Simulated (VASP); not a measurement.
Crystal: Ta2N.

```
Ta N
1.0
     3.11286    0.00000    0.00000
    -1.55643    2.69582    0.00000
     0.00000    0.00000    4.86984
Ta N
2 1
Cartesian
  0.0000 1.7972 1.2404
  1.5564 0.8986 3.6294
  0.0000 0.0000 0.0000
```

The cell comes from a database or a generator and needn't be the stable form of this composition.

* Program: VASP 6.6.1
* Task: relaxation of cell and atoms
* Functional: RPBE
* Dispersion: D3(BJ)
* Potentials or basis: VASP PAW PBE potentials, release 64 (Ta_pv, N)
* Cutoff: 600 eV
* k mesh: 10 × 10 × 6
* Occupations: fermi-dirac, width 0.05 eV
* Spin: no spin polarisation

At the start: pressure -38.4 GPa; volume 13.62 Å³/atom.

Where does the relaxation end?

Over 11 steps the energy falls by 228.5 meV/atom and the volume is 11.94 Å³/atom (-12.3 %); space group P-3m1 (No. 164, to 0.05 Å).

The path:
```csv
step,energy change (eV),largest force (eV/Å),pressure (GPa),volume (Å³)
1,0.0000,0.0066,-38.42,40.87
2,7.9093,8.0146,324.00,24.43
3,-0.6328,0.7643,-8.12,36.78
4,-0.6508,0.8894,-2.93,36.27
5,-0.6535,0.9617,0.10,35.98
6,-0.6723,0.7118,0.71,35.70
7,-0.6809,0.0769,0.35,35.80
8,-0.6855,0.0357,-0.59,35.88
9,-0.6855,0.0350,-0.61,35.88
10,-0.6849,0.0703,1.47,35.70
11,-0.6856,0.0028,0.02,35.82
```

Final structure:
```
Ta N
1.0
     2.95489    0.00000    0.00000
    -1.47744    2.55901    0.00000
     0.00000    0.00000    4.73755
Ta N
2 1
Direct
  0.33333 0.66667 0.26040
  0.66667 0.33333 0.73960
  0.00000 0.00000 0.00000
```

Caveat: the PAW data sets were made with another functional, which shifts forces and pressure a little; pairwise dispersion overbinds metals, which lowers pressure and volume.
